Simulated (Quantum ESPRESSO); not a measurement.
## W in Quantum ESPRESSO: the effect of functional

The system is W.

```
W
1.0
    -1.58234    1.58234    1.58234
     1.58234   -1.58234    1.58234
     1.58234    1.58234   -1.58234
W
1
Direct
  0.00000 0.00000 0.00000
```

Alike in all runs:

```yaml
Program: Quantum ESPRESSO 7.5
Task: band structure
Potentials_or_basis: SG15 PBE 1.2
Cutoff: 1020 eV
Density_cutoff: 4082 eV
k_mesh: 12 × 12 × 12
Occupations: fermi-dirac, width 0.05 eV
Spin: no spin polarisation
```

| functional | pressure (GPa) |
| --- | --- |
| LDA | ? |
| PBEsol | -4.3 |
| RPBE | 15.4 |
| AM05 | -5.1 |
| optB88-vdW | -2.6 |
| HLE16 | -44.8 |
| revPBE | 13.0 |

Task: What does the run with functional LDA give?

Result: Pressure -17.8 GPa.

Caveats: the potentials were made for another functional, which shifts forces and pressure; the cell as given lies far from equilibrium (some runs); the potentials were made for a functional far from this one (some runs).

Runs at the PBE level aren't shown here.
